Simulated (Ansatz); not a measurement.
Is this AlAs3 stable against decomposition?

The calculation used DFT PBE, scalar-relativistic, plane waves, PAW in Ansatz 0.2.0. Settings: cutoff 420 eV, Γ-centred meshes spaced at most about 0.3 Å⁻¹, and about 0.25 Å⁻¹ or finer for metals (2π included), Gaussian smearing. No spin polarisation.

The zero of energy is the elements' standard structures at the same level; no fitted shifts are applied.

These are static total energies at zero pressure. The reference form of As is held partly by dispersion forces, which this level lacks.

The competitors are the elements and 1 reference phase of this chemical system (from databases or known types: AlAs), relaxed at the same level; other known phases may be missing.

The candidate was reached from: random cell.

```cif
data_structure
_symmetry_space_group_name_H-M 'P 1'
_symmetry_Int_Tables_number 1
_cell_length_a 4.8843
_cell_length_b 4.8843
_cell_length_c 4.8843
_cell_angle_alpha 90.000
_cell_angle_beta 90.000
_cell_angle_gamma 90.000
_cell_volume 116.52
loop_
_atom_site_label
_atom_site_type_symbol
_atom_site_fract_x
_atom_site_fract_y
_atom_site_fract_z
_atom_site_occupancy
Al1 Al 0.50000 0.50000 0.50000 1
As1 As 0.00000 0.50000 0.50000 1
As2 As 0.50000 0.00000 0.50000 1
As3 As 0.50000 0.50000 0.00000 1
```

Problem. Into what would it decompose?

Solution. Its formation energy is 0.719 eV/atom. The lowest competing mixture at this composition is this:

```
phase      space group   source  share of atoms  ΔE_f (eV/atom)
   As                -  element          0.5000         -0.0010
 AlAs  F-43m (No. 216)      COD          0.5000          -0.487
```

The lowest database cell of As (-0.0010) lies slightly below the reference, hence the non-zero entry.

The mixture lies at -0.244 eV/atom, and the candidate lies 0.96 eV/atom above it. The candidate matches no cell in the subsets of the Crystallography Open Database and the Materials Project at hand. A phase this far over the hull is unlikely to be made. It has the ReO3 type.
